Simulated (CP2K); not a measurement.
## KBr in CP2K: the effect of functional

Crystal: KBr.

```
Br K
1.0
     4.66690    0.00000    0.00000
     2.33345    4.04166    0.00000
     2.33345    1.34722    3.81051
Br K
1 1
Direct
  0.50000 0.50000 0.50000
  0.00000 0.00000 0.00000
```

Alike in all runs:

```yaml
Program: CP2K 2026.2
Task: band structure
Potentials_or_basis: POTENTIAL_UZH Br GTH-PBE-q7, K GTH-PBE-q9; TZVP-MOLOPT-PBE-GTH basis
Density_cutoff: 9184 eV
k_mesh: 7 × 7 × 7
Occupations: fermi-dirac, width 0.05 eV
Spin: no spin polarisation
```

```tsv
functional	gap on the mesh (eV)	pressure (GPa)
PBE	?	?
LDA	3.93	-1.4
PBEsol	4.18	-0.2
WC	4.24	-0.1
rev-vdW-DF2	4.22	-0.1
RPBE	4.71	2.1
HLE17	6.00	0.3
```

Task: What does the run with functional PBE give?

Result: gap on the mesh 4.38 eV; pressure 0.8 GPa.

Caveats: the basis of atomic orbitals isn't converged, which shifts pressures, moduli and gaps; the potentials were made for another functional, which shifts forces and pressure (some runs); the potentials were made for a functional far from this one (some runs).

